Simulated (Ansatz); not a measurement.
## How much does Rh in Au(111), 2x2 scatter?

How strong a scatterer is Rh in Au(111), 2x2, and does relaxation matter?

Program: Ansatz 0.2.0. Level of theory: Ansatz plane-wave DFT, PBE, PAW files; ballistic transport by layer matching (Landauer), zero bias; PAW set soft_1. Results are calculated unless marked as measured.

**1. Starting point**

The cell holds 44 atoms: 43 Au and 1 Rh. Its edges and angles: a = 5.768 Å, b = 5.768 Å, c = 25.954 Å, α = 86.8°, β = 93.2°, γ = 120.0°. It derives from Au. Regions: lead, 24 atoms (24 Au); scattering region, 20 atoms (19 Au and 1 Rh). The structure is stacked along c, and the current runs across the ab planes.

**2. Transmission at ideal sites**

The defect sits in one plane of the supercell, all atoms on ideal sites; the layers about the cell's end are the lead. The mesh across the current, 12×12, is finer than the density's, because channels open and close sharply across the zone. Energies from -0.1 to 0.1 eV in steps of 0.05 eV are too few for the program's thermal sum, so it prints no conductance; for a metal the transmission near the Fermi level serves, at a fraction of the cost.

The input, input.yaml:

```yaml
crystal:
  lattice:
    - [5.7675164607, 0.0, 0.0]
    - [-2.8837582304, 4.9948157718, 0.0]
    - [-1.4418791152, 0.8324692953, 25.9003660885]
  atoms:
    - { symbol: Au, position: [0.0075757576, 0.9924242424, 0.0454545455] }
    - { symbol: Au, position: [0.0075757576, 0.4924242424, 0.0454545455] }
    - { symbol: Au, position: [0.5075757576, 0.9924242424, 0.0454545455] }
    - { symbol: Au, position: [0.5075757576, 0.4924242424, 0.0454545455] }
    - { symbol: Au, position: [0.1893939394, 0.3106060606, 0.1363636364] }
    - { symbol: Au, position: [0.1893939394, 0.8106060606, 0.1363636364] }
    - { symbol: Au, position: [0.6893939394, 0.3106060606, 0.1363636364] }
    - { symbol: Au, position: [0.6893939394, 0.8106060606, 0.1363636364] }
    - { symbol: Au, position: [0.3712121212, 0.1287878788, 0.2272727273] }
    - { symbol: Au, position: [0.3712121212, 0.6287878788, 0.2272727273] }
    - { symbol: Au, position: [0.8712121212, 0.1287878788, 0.2272727273] }
    - { symbol: Au, position: [0.8712121212, 0.6287878788, 0.2272727273] }
    - { symbol: Au, position: [0.053030303, 0.946969697, 0.3181818182] }
    - { symbol: Au, position: [0.053030303, 0.446969697, 0.3181818182] }
    - { symbol: Au, position: [0.553030303, 0.946969697, 0.3181818182] }
    - { symbol: Au, position: [0.553030303, 0.446969697, 0.3181818182] }
    - { symbol: Au, position: [0.2348484848, 0.2651515152, 0.4090909091] }
    - { symbol: Au, position: [0.2348484848, 0.7651515152, 0.4090909091] }
    - { symbol: Au, position: [0.7348484848, 0.2651515152, 0.4090909091] }
    - { symbol: Au, position: [0.7348484848, 0.7651515152, 0.4090909091] }
    - { symbol: Rh, position: [0.4166666667, 0.0833333333, 0.5] }
    - { symbol: Au, position: [0.4166666667, 0.5833333333, 0.5] }
    - { symbol: Au, position: [0.9166666667, 0.0833333333, 0.5] }
    - { symbol: Au, position: [0.9166666667, 0.5833333333, 0.5] }
    - { symbol: Au, position: [0.0984848485, 0.9015151515, 0.5909090909] }
    - { symbol: Au, position: [0.0984848485, 0.4015151515, 0.5909090909] }
    - { symbol: Au, position: [0.5984848485, 0.9015151515, 0.5909090909] }
    - { symbol: Au, position: [0.5984848485, 0.4015151515, 0.5909090909] }
    - { symbol: Au, position: [0.2803030303, 0.2196969697, 0.6818181818] }
    - { symbol: Au, position: [0.2803030303, 0.7196969697, 0.6818181818] }
    - { symbol: Au, position: [0.7803030303, 0.2196969697, 0.6818181818] }
    - { symbol: Au, position: [0.7803030303, 0.7196969697, 0.6818181818] }
    - { symbol: Au, position: [0.4621212121, 0.0378787879, 0.7727272727] }
    - { symbol: Au, position: [0.4621212121, 0.5378787879, 0.7727272727] }
    - { symbol: Au, position: [0.9621212121, 0.0378787879, 0.7727272727] }
    - { symbol: Au, position: [0.9621212121, 0.5378787879, 0.7727272727] }
    - { symbol: Au, position: [0.1439393939, 0.8560606061, 0.8636363636] }
    - { symbol: Au, position: [0.1439393939, 0.3560606061, 0.8636363636] }
    - { symbol: Au, position: [0.6439393939, 0.8560606061, 0.8636363636] }
    - { symbol: Au, position: [0.6439393939, 0.3560606061, 0.8636363636] }
    - { symbol: Au, position: [0.3257575758, 0.1742424242, 0.9545454545] }
    - { symbol: Au, position: [0.3257575758, 0.6742424242, 0.9545454545] }
    - { symbol: Au, position: [0.8257575758, 0.1742424242, 0.9545454545] }
    - { symbol: Au, position: [0.8257575758, 0.6742424242, 0.9545454545] }
kpoints:
  mp_grid: { grid: [5, 5, 1] }
hamiltonian:
  xc: pbe
  pseudopotentials: { kind: paw, azcp: { folder: soft_1 } }
scf:
  occupations: { method: fermi_dirac, width: 0.1 }
output:
  transmission: { leads: [[0, 4]], kmesh: [12, 12], e_range: [-0.1, 0.1], de: 0.05 }
  write_potential: true
  write_density: true
  volumetric_format: npy
  elf: true
```

Launch:

```
$ ansatz run input.yaml --threads 4 --pin off --max-ram 15360MiB --backend cpu --events-out ev --progress --plain --runs-dir out
```

Numbers of over 12 decimals in the logs are rounded to 6 here.

The program printed:

```text
Engine: ansatz 0.2.0, x86_64-unknown-linux-gnu
Pseudopotentials: kind: paw
Pseudopotential: Au, paw, valence charge 19, recommended cutoff 420 eV (normal), soft_1/Au.paw.azcp
Pseudopotential: Rh, paw, valence charge 17, recommended cutoff 420 eV (normal), soft_1/Rh.paw.azcp
Functional definition: PBE
  parameter kappa = 0.804
  parameter beta = 0.066725
  exchange = pbe_x(kappa = kappa, mu = beta*pi^2/3)
  correlation = pbe_c(beta = beta)
Crystal: 44 atoms, lattice volume = 746.130 Å³
Basis set: ecut = 420 eV, 14649 PW (Γ)
Bands: 501, of which v1, the nominal top of the filled ones, is band 417 counted from 1 (416 counted from 0)
Symmetry: 4 space group operations
Space group: C2/m (ITA 12), of the structure as read, at distance tolerance 9.1e-5 Å
k-points: 9 of 25
Non-local potential: Au, projectors of the file, l = 0: 3, l = 1: 2, l = 2: 2, l = 3: 1
Non-local potential: Rh, projectors of the file, l = 0: 3, l = 1: 2, l = 2: 2, l = 3: 1
PAW form: soft (Blöchl's): semilocal exchange-correlation on the pseudo side does not see the compensation charge
PAW one-centre angular grid: Au, 590 points (default); XC on 64 Gauss nodes
PAW one-centre angular grid: Rh, 590 points (default); XC on 64 Gauss nodes
Initial density: superposition of atomic densities (chi_scale 0.1, normalization cell, long waves 15 % of neutral atoms (reshape's long-wave potential 1.15 eV rms, cloud 2.78 Å wide))
Initial wavefunctions: pseudopotential atomic-orbital guess
Functional: x = pbe(κ = 0.804, μ = 0.219515), c = pbe(β = 0.066725)
SCF iter   1: F=—  HF=-571930.746680 eV  |F-HF|=—  |Δ(HF+E_count)|=         —  Δρ=8.74e-2  dr2=6.46e2  ethr=3.10e-3  ⟨swp⟩=4.0  Hψ=13462  notcnv=0  defer=124
preconditioner: auto → Kerker (q_TF=auto, 2.779 Å⁻¹)  [metal: Δε(μ)=0.123 eV  Ē_g=10.099 eV  σ=0.100 eV  W_gap=0.28  n_scr=292 (ndim 8)  ℏωp=29.8 eV  f_vac=0.000  D(μ)=14.26/eV (n_scr^D=80)]
SCF iter   2: F=—  HF=-571914.932099 eV  |F-HF|=—  |Δ(HF+E_count)|=    1.58e1  Δρ=4.73e-2  dr2=4.06e2  ethr=3.10e-3  ⟨swp⟩=2.0  Hψ=7624  notcnv=0  defer=521
SCF iter   3: F=—  HF=-571907.269777 eV  |F-HF|=—  |Δ(HF+E_count)|=    7.66e0  Δρ=5.91e-2  dr2=7.54e1  ethr=3.10e-3  ⟨swp⟩=3.0  Hψ=11642  notcnv=0  defer=522
SCF iter   4: F=—  HF=-571904.649109 eV  |F-HF|=—  |Δ(HF+E_count)|=    2.62e0  Δρ=1.74e-2  dr2=7.89e1  ethr=3.10e-3  ⟨swp⟩=2.0  Hψ=5534  notcnv=0  defer=527
SCF iter   5: F=—  HF=-571903.807073 eV  |F-HF|=—  |Δ(HF+E_count)|=   8.42e-1  Δρ=1.64e-2  dr2=1.54e1  ethr=3.10e-3  ⟨swp⟩=1.3  Hψ=5201  notcnv=0  defer=526
SCF iter   6: F=—  HF=-571903.432663 eV  |F-HF|=—  |Δ(HF+E_count)|=   3.74e-1  Δρ=5.58e-3  dr2=3.24e0  ethr=1.85e-3  ⟨swp⟩=1.9  Hψ=4052  notcnv=0  defer=528
SCF iter   7: F=—  HF=-571903.372029 eV  |F-HF|=—  |Δ(HF+E_count)|=   6.06e-2  Δρ=1.22e-3  dr2=4.02e-2  ethr=3.89e-4  ⟨swp⟩=1.2  Hψ=5198  notcnv=0  defer=532
SCF iter   8: F=—  HF=-571903.370939 eV  |F-HF|=—  |Δ(HF+E_count)|=   1.09e-3  Δρ=2.16e-4  dr2=1.99e-3  ethr=4.82e-6  ⟨swp⟩=2.0  Hψ=4032  notcnv=0  defer=532
SCF iter   9: F=—  HF=-571903.370966 eV  |F-HF|=—  |Δ(HF+E_count)|=   2.73e-5  Δρ=8.38e-5  dr2=2.55e-4  ethr=2.39e-7  ⟨swp⟩=1.0  Hψ=3970  notcnv=0  defer=532
SCF iter  10: F=—  HF=-571903.370911 eV  |F-HF|=—  |Δ(HF+E_count)|=   5.51e-5  Δρ=2.36e-5  dr2=7.84e-6  ethr=3.05e-8  ⟨swp⟩=2.0  Hψ=4218  notcnv=0  defer=532
SCF iter  11: F=—  HF=-571903.371867 eV  |F-HF|=—  |Δ(HF+E_count)|=   9.56e-4  Δρ=4.95e-6  dr2=1.14e-6  ethr=9.40e-10  ⟨swp⟩=2.0  Hψ=7345  notcnv=0  defer=532
SCF iter  12: F=—  HF=-571903.371867 eV  |F-HF|=—  |Δ(HF+E_count)|=   5.04e-8  Δρ=1.37e-6  dr2=1.90e-7  ethr=1.37e-10  ⟨swp⟩=1.6  Hψ=3978  notcnv=0  defer=532
SCF iter  13: F=-571903.371866 eV  HF=-571903.371867 eV  |F-HF|=2.14e-8  |Δ(HF+E_count)|=   1.08e-8  Δρ=6.44e-7  dr2=2.25e-8  ethr=1.20e-11  ⟨swp⟩=10.0  Hψ=17943  notcnv=0
SCF 1 converged in 13 iterations: F = -571903.371866 eV  dr2 = 2.25e-8
  greatest PAW one-centre occupation: 1.000 electrons in one spin orbital (limit 2), on the Au atom at site 23 (counted from 0), in its partial waves of l = 0
transmission: 167 of 1634 steps passed
transmission: 327 of 1634 steps passed
[...]
transmission: 1634 of 1634 steps passed
SCF converged after 13 iterations
Free energy (F): -571903.371866 eV
Harris-Foulkes:  -571903.371867 eV  (|F-HF|=2.14e-8)
Internal energy: -571902.792015 eV  (E = F + TS)
E sigma→0 (E₀):  -571903.081941 eV
Entropy (-TS):   -0.579852 eV (-13.178 meV/atom)
Fermi energy:    20.590971 eV
--- Per-component energies (eV) ---
  E_band       = -9026.355721
  E_kinetic    = 25403.789138
  E_local      = -74572.382657  (includes V_loc(G=0)·N_el)
  E_nonlocal   = 4515.299501
  E_hartree    = 32227.796493
  E_xc         = -9468.793036
  E_vxc        = -11509.501582  (∫ρ·V_xc dr)
  E_paw        = -422061.447678  (= ΣΔE_a)
  E_vpaw       = -17319.224351  (= ΣTr[D̂ρ^β])
  E_aug_tail   = 0.073480  (compensation charges beyond the density's cutoff)
  E_ewald      = -127947.127255
  E_smearing   = -0.579852  (= −TS)
  E_closure    = 0.000000  (closes the sum)
  Σ components = -571903.371866   (vs F -571903.371866, Δ=0.00e0)
--- Band table (eV; the first three rows and the last of 9) ---
  k-point 0: bands = [... 413 lower, 20.6557, 20.6593, 21.0813, 21.1185, 21.3918, 21.4125, 21.4348, 21.4462, ... 80 higher]
  k-point 1: bands = [... 413 lower, 20.3699, 20.4447, 20.5077, 20.5744, 20.6510, 20.6950, 20.7982, 20.8630, ... 80 higher]
  k-point 2: bands = [... 413 lower, 20.3868, 20.3989, 20.4021, 20.4952, 20.5946, 20.6776, 20.9066, 21.0623, ... 80 higher]
  k-point 8: bands = [... 413 lower, 20.3820, 20.3885, 20.4069, 20.4931, 20.6312, 20.6663, 20.8057, 20.8378, ... 80 higher]
--- Transmission ---
  basis      : 253 plane waves across, 38 finite elements along
  points     : 43, standing for a mesh of 12 x 12
  energies   : 5 from -0.100000 to 0.100000 eV about the Fermi level, 0.050000 eV apart; the leads are filled to 0.000000 eV, and channels, transmission and decay are at 0.000000 eV
  crystal 0  : Au4, at the sites [0, 4], period 2.3546 Å, over 23.55 Å; its Hamiltonian steps by up to 6.6 meV
    offset         : up to 0.0000 Å between an atom of the period and one for which it stands
    channels       : 3.187500e0 a spin
    conductance    : none, the energies end too early or step too widely for 300 K: set another output.transmission.e_range or a lower de, or, where they end at an eighth of basis.ecutwfc, a higher one
  junction   : crystal 0 to crystal 0, 0.70 to 24.24 Å
    transmission   : 2.687085e0 a spin
    conductance    : none, the energies end too early or step too widely for 300 K: set another output.transmission.e_range or a lower de, or, where they end at an eighth of basis.ecutwfc, a higher one
```

Wall time 6.6 min (4 threads of Intel Xeon Platinum 8488C (Sapphire Rapids), shared host); peak memory 6.5 GiB; 24 min of CPU time.

This step gave:

| Property | Result |
| --- | --- |
| free energy | -571903.3719 eV |
| energy at zero smearing | -571903.0819 eV |
| Fermi energy | 20.59 eV |
| cell area | 28.81 Å² |
| transmission per spin nearest the Fermi level | 2.687 |
| open channels per spin nearest the Fermi level | 3.188 |
| step of the lead's potential | 6.6 meV |

Per spin. Table of transmission, zone mean by energy, zero at the Fermi level:

```
energy (eV)  transmission, zone mean
    -0.1000                     2.50
    -0.0500                     2.60
     0.0000                     2.69
     0.0500                     2.71
     0.1000                     2.74
```

Per spin. Open channels, zone mean, lead against energy, zero at the Fermi level:

```
energy (eV)  open channels, zone mean, lead
    -0.1000                            3.19
    -0.0500                            3.19
     0.0000                            3.19
     0.0500                            3.19
     0.1000                            3.15
```

Transmission over k1 and k2. At 0.0000 eV from the Fermi level.

Values, 12 rows by 12 columns:
```
2.44 3.10 2.49 2.64 2.64 2.49 3.09 2.44 2.54 2.49 2.49 2.55
2.57 2.49 3.22 2.56 2.73 2.56 3.22 2.49 2.57 2.48 2.45 2.49
2.55 2.64 2.56 3.42 2.56 2.56 3.42 2.56 2.63 2.55 2.48 2.49
2.57 2.64 2.73 2.56 3.19 2.46 3.19 2.56 2.72 2.63 2.57 2.54
2.44 2.49 2.56 2.56 2.46 2.97 2.97 2.47 2.56 2.56 2.49 2.44
3.05 3.09 3.22 3.42 3.19 2.97 2.95 2.97 3.19 3.42 3.22 3.09
2.44 2.44 2.49 2.56 2.56 2.47 2.97 2.97 2.46 2.56 2.56 2.49
2.57 2.54 2.57 2.63 2.72 2.56 3.19 2.46 3.19 2.56 2.73 2.64
2.55 2.49 2.48 2.55 2.63 2.56 3.42 2.56 2.56 3.42 2.56 2.64
2.57 2.49 2.45 2.48 2.57 2.49 3.22 2.56 2.73 2.56 3.22 2.49
2.44 2.55 2.49 2.49 2.54 2.44 3.09 2.49 2.64 2.64 2.49 3.10
3.06 2.44 2.57 2.55 2.57 2.44 3.05 2.44 2.57 2.55 2.57 2.44
```
Columns: k1 (b1) from -0.5 to 0.417; rows upwards: k2 (b2) from -0.5 to 0.417.

Open channels over k1 and k2. At 0.0000 eV from the Fermi level.

Ten even steps from '_' (3.00) to '@' (4.00):
```
__@@________@@__________
____@@______@@__________
______@@____@@__________
________@@__@@__________
________________________
@@@@@@@@@@______@@@@@@@@
________________________
____________@@__@@______
____________@@____@@____
____________@@______@@__
____________@@________@@
@@__________@@__________
```
Columns: k1 (b1) from -0.5 to 0.417; rows upwards: k2 (b2) from -0.5 to 0.417.

ELF in the ca plane at fractional y = 0.083, with atoms of Rh and Au within 0.2 Å of it. It is the smooth field of the valence electrons, not physical close to the nuclei.

Values, 8 rows by 16 columns, each cell a mean:
```
0.20 0.39 0.52 0.24 0.22 0.15 0.17 0.20 0.41 0.65 0.28 0.19 0.14 0.18 0.21 0.35
0.20 0.42 0.54 0.24 0.25 0.18 0.21 0.22 0.32 0.44 0.23 0.27 0.21 0.32 0.35 0.23
0.20 0.25 0.29 0.25 0.44 0.27 0.30 0.30 0.20 0.22 0.21 0.35 0.24 0.37 0.39 0.22
0.21 0.21 0.27 0.24 0.41 0.24 0.25 0.25 0.27 0.45 0.22 0.24 0.18 0.22 0.23 0.34
0.20 0.39 0.52 0.24 0.22 0.15 0.17 0.20 0.42 0.69 0.25 0.20 0.14 0.18 0.21 0.35
0.20 0.42 0.54 0.24 0.25 0.17 0.21 0.23 0.30 0.46 0.22 0.27 0.21 0.32 0.35 0.23
0.20 0.25 0.29 0.25 0.44 0.27 0.30 0.30 0.20 0.22 0.21 0.35 0.24 0.37 0.39 0.22
0.21 0.21 0.26 0.24 0.41 0.24 0.26 0.24 0.30 0.43 0.23 0.24 0.18 0.22 0.23 0.34
```
Columns run along c (16.0 Å, from fractional 0.15 to 0.76 of the cell), rows up along a (5.8 Å). Atoms in or near the plane, at fractional coordinates: Rh at (0.50, 0.42), Au at (0.50, 0.92).

Electrostatic potential energy in the ca plane at fractional y = 0.083, with atoms of Rh and Au within 0.2 Å of it. With pseudopotentials it is smooth inside the atoms' cores, unlike the true potential.

Ten even steps from '0' (-28 eV) to '9' (23 eV), each cell a mean:
```
99985213799989999999998300027999999999999961
99962001599999999999998300028999999999889984
99961001599999999999999521269998899987568998
99984114799877999988899876799987689974236999
99998668998434799866799999999976579974236999
89999999997323699866799998899987789986568996
89999889997435799888899853479998899999889972
99997445899778999999999400038999999999999961
99973002699999999999998200018999999999999972
99961001599999999999998400038999999998778986
99972002699988999998999743489998789985347999
99986446898656899877899998999986679973236999
99999889997323699865799999999986689985347998
89999999997323799877899976789988899998779984
99998768998656899988999621158999999999999961
```
Columns run along c (16.0 Å, from fractional 0.15 to 0.76 of the cell; values clipped at the 3rd and 97th percentile), rows up along a (5.8 Å). Atoms in or near the plane, at fractional coordinates: Rh at (0.50, 0.42), Au at (0.50, 0.92).

Valence density in the ca plane at fractional y = 0.083, with atoms of Rh and Au within 0.2 Å of it. It is the smooth field of the valence electrons, not physical close to the nuclei.

Ten steps, logarithmic in the rise over the least value, from '0' (0 e/Å³) to '9' (13 e/Å³), each cell a mean:
```
11125776321222100011113699973111100000111247
11147998521111000011113699963111110012221136
11147998521111000111112578752112221124543123
11136776312343211233211244421134431135764211
21113443113565321344321112111134432236764211
21001121124676421344321122211134421124543124
21001222113565311233211356631122210012221136
11124665312333100111112589862111100001111247
11136887421111000011112699963111100001111147
11147998521111000011112589852111210013432124
11147887421222100122211356531123321135653212
11124664212454311234311122211134432236764211
21012222113676422344321112111134432135653212
21001111123676421244311234421123321123432135
21012443212454211122212478752111110001111147
```
Columns run along c (16.0 Å, from fractional 0.15 to 0.76 of the cell), rows up along a (5.8 Å). Atoms in or near the plane, at fractional coordinates: Rh at (0.50, 0.42), Au at (0.50, 0.92).

Over the solved energies the transmission per spin lies between 2.50 and 2.74, out of 3.18 channels of the lead on average (up to 3.19).

**3. Resistance at ideal sites**

This step: Ansatz plane-wave DFT, PBE, PAW files; ballistic transport by layer matching (Landauer), zero bias; area resistance of the defect plane and resistivity an atomic per cent; PAW set soft_1 (Ansatz 0.2.0).

Numbers from this step:

```
area resistance                                                                                 : 0.2277 fΩ m²
T over the leads' mean channel count                                                            : 0.8366
resistivity per at.% scaled from this dense plane, with the factor 3/4 for isotropic scattering : 2.902 µΩ cm
```

Averaged over the energies near the Fermi level, 83.7 % of the channels pass, which makes 0.228 fΩ m².

By hand, with T and the leads' channels N averaged over the energies near the Fermi level: RA = A (h/2e²)(1/T − 1/N) = 28.81×10⁻²⁰ m² × 12 906 Ω × (1/2.667 − 1/3.188) = 0.228 fΩ m². Per atomic per cent: RA × A / V_atom × 0.01 × 3/4 = 2.90 µΩ cm, with the host's V_atom = 16.96 Å³.

**4. Outcome**

```json
{
 "share of channels that pass, rigid": "0.837",
 "area resistance, rigid": "0.228 fΩ m²",
 "resistivity per at.% from the area resistance, times 3/4, rigid": "2.90 µΩ cm"
}
```

The plane of defects adds 0.23 fΩ m². Scaled to one atomic per cent that is 3.9 µΩ cm as it stands and 2.9 with the factor 3/4 for isotropic scattering on a spherical Fermi surface; with the reflection in place of the resistance taken as linear in the density it would be 2.4. These are rough estimates of the dilute value, not bounds. One Rh in each 2x2 cell reflects 16 % of the lead's channels. The defects form a dense periodic sheet that scatters coherently, unlike a dilute random alloy. T and N are means over the solved energies nearest the Fermi level. Spin-orbit coupling is left out, which matters for Au.

[Logs are printed without paths, hosts, clocks, repeated set-up lines and the standing remarks that a program may print on its own settings, such as how far it seeks lower states.]

[Hosts, paths, dates, database ids (printed as entryN), source tags and the programs' standing remarks are cut or masked in the printed files.]
